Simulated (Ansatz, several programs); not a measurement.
ZnS in the rocksalt structure, relaxed with PBE in Ansatz (plane waves, PAW): it is cubic, Fm-3m (No. 225); conventional cell a = 5.104 Å, 16.62 Å³ an atom. Zn has 6 S at 2.55 Å; S has 6 Zn at 2.55 Å. The cell was then scaled with its shape and fractional coordinates held. Note: simulated data, non-magnetic, for a generated structure that need not be the stable one.

| V (Å³/atom) | E (meV/atom) |
| --- | --- |
| 15.621 | 18.07 |
| 16.120 | 4.28 |
| 16.618 | 0.00 |
| 17.615 | 14.40 |

Problem. Pass a cubic E = c₀ + c₁u + c₂u² + c₃u³, with u = V − 16.493 Å³, through these points.

Solution. c₀ = 0.26, c₁ = -4.172, c₂ = 17.026, c₃ = -1.8497 (meV and Å³).

Problem. Where is the minimum, and what bulk modulus follows?

Solution. dE/du = 0 at u = +0.125, so V₀ = 16.62 Å³. B = V₀ d²E/dV² = 16.62 × (2c₂ + 6c₃u) = 16.62 × 32.665 = 543 meV/Å³, and 1 meV/Å³ is 0.16022 GPa: 87 GPa. A third-order Birch-Murnaghan fit to all five points gives 16.62 Å³ and 86 GPa.

Problem. Predict the energy and the pressure at the withheld volume, 17.117 Å³.

Solution. With u = +0.624: E ≈ 3.84 meV and P = −dE/dV ≈ -2.39 GPa. The run gives 3.79 meV and, from its stress, -2.38 GPa.
